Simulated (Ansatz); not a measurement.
**Bands of In**

```yaml
crystal:
  lattice:
    - [0.00000, 2.39561, 2.39561]
    - [2.39561, 0.00000, 2.39561]
    - [2.39561, 2.39561, 0.00000]
  atoms:
    - { symbol: In, position: [0.00000, 0.00000, 0.00000] }
```

The structure comes from a relaxation in the same program, started in the fcc type, and has space group Fm-3m. Whether it is a known phase or the ground state wasn't checked.

No spin–orbit coupling, which matters for the heavy atoms here.

Theory: DFT, PBE, all-electron LAPW, scalar-relativistic in Ansatz 0.2.0.

Settings: a Γ-centred 15×15×15 k mesh, Fermi–Dirac smearing of 0.05 eV, basis error target 0.5 meV/atom, no spin polarisation.

Points in fractions of the reciprocal vectors of this cell: Γ (0, 0, 0), X (0.5, 0, 0.5), U (0.625, 0.25, 0.625), K (0.375, 0.375, 0.75), L (0.5, 0.5, 0.5), W (0.5, 0.25, 0.75). The path joins them by straight lines in the order Γ–X–U–K–Γ–L–W–X; legs that retrace an earlier one aren't tabulated. Energies are in eV from the Fermi level.

Question: Is there a gap?

Answer: none: with an odd electron count and no spin polarisation the bands can't all be full, a metal in this set-up (spin order or a larger cell could open a gap).

Question: List the levels between -20 and 7 eV at the symmetry points.

Answer: 
Γ: -14.55 (×3), -14.41 (×2), -9.17
X: -14.74, -14.66, -14.28, -14.23 (×2), -2.15, -2.02, 3.96 (×2)
U: -14.66, -14.54, -14.35 (×2), -14.28, -2.14, -0.98, 0.06, 4.97
K: -14.66, -14.54, -14.35 (×2), -14.28, -2.14, -0.98, 0.06, 4.97
L: -14.61, -14.55 (×2), -14.27 (×2), -4.26, -3.13
W: -14.56, -14.50 (×2), -14.36, -14.23, -1.68, -0.01 (×2), 1.47
